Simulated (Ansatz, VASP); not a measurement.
# C: VASP beside Ansatz

Contents of INCAR:

```
PREC     = Accurate       # precision mode
ENCUT    = 520            # plane-wave cutoff, eV
EDIFF    = 1E-7           # SCF threshold, eV
ISMEAR   = 0              # smearing method
SIGMA    = 0.05           # smearing width, eV
LREAL    = False          # projectors in reciprocal space
LASPH    = True           # aspherical terms in the spheres
NELM     = 80             # most SCF steps
ALGO     = Normal         # electronic algorithm
ISIF     = 2              # what is computed and relaxed
LWAVE    = False          # write WAVECAR
LCHARG   = False          # write CHGCAR
NBANDS   = 11             # bands
```

Contents of KPOINTS:

```
regular mesh
0
Gamma
  12 12 12
```

The input POSCAR:

```
C
1.0
    0.0000000000      2.0306356226      1.7657701066
    1.5009045906      0.0000000000      1.7657701066
    1.5009045906      2.0306356226      0.0000000000
C
2
Direct
    0.5000000000      0.5000000000      0.5000000000
    0.7500000000      0.7500000000      0.7500000000
```

Input for Ansatz:

```yaml
crystal:
  lattice:
    - [0.0, 2.0306356226, 1.7657701066]
    - [1.5009045906, 0.0, 1.7657701066]
    - [1.5009045906, 2.0306356226, 0.0]
  atoms:
    - { symbol: C, position: [0.5, 0.5, 0.5] }
    - { symbol: C, position: [0.75, 0.75, 0.75] }
basis:
  ecutwfc: 520.0
kpoints:
  mp_grid: { grid: [12, 12, 12] }
hamiltonian:
  xc: lda
  pseudopotentials: { kind: paw, azcp: { folder: soft_1 } }
scf:
  occupations: { method: gaussian, width: 0.05 }
output:
  forces: true
  stress: true
  eigenvalues: true
```

Change from the starting cell: strain +e along x and -e along y -0.1500, strain +e along z and -e/2 along x and y +0.0000.

Alike in both runs: task single point; functional LDA; k mesh 12 × 12 × 12; occupations gaussian, width 0.05 eV; no spin polarisation.

|  | VASP | Ansatz |
| --- | --- | --- |
| version | VASP 6.6.1 | Ansatz 0.2.0 |
| potentials or method | VASP PAW LDA potentials, release 64 (C) | scalar-relativistic, plane waves, PAW |
| plane-wave cutoff (eV) | 520 | 520 |
| valence electrons in the cell | 8 | 8 |

VASP gave:

| Quantity | Value |
| --- | --- |
| gap on the k mesh at the Fermi level (eV) | none |
| pressure (GPa) | 13.8 |
| largest component of the traceless stress (GPa) | 157.45 |

Question: Which values does Ansatz return?

Answer: gap on the k mesh at the Fermi level (eV): none; pressure (GPa): 12.1; largest component of the traceless stress (GPa): 157.77.

A gap of «none» marks a metal or a gap that the smearing closes. Ansatz warned: «pseudo_functional_mismatch».
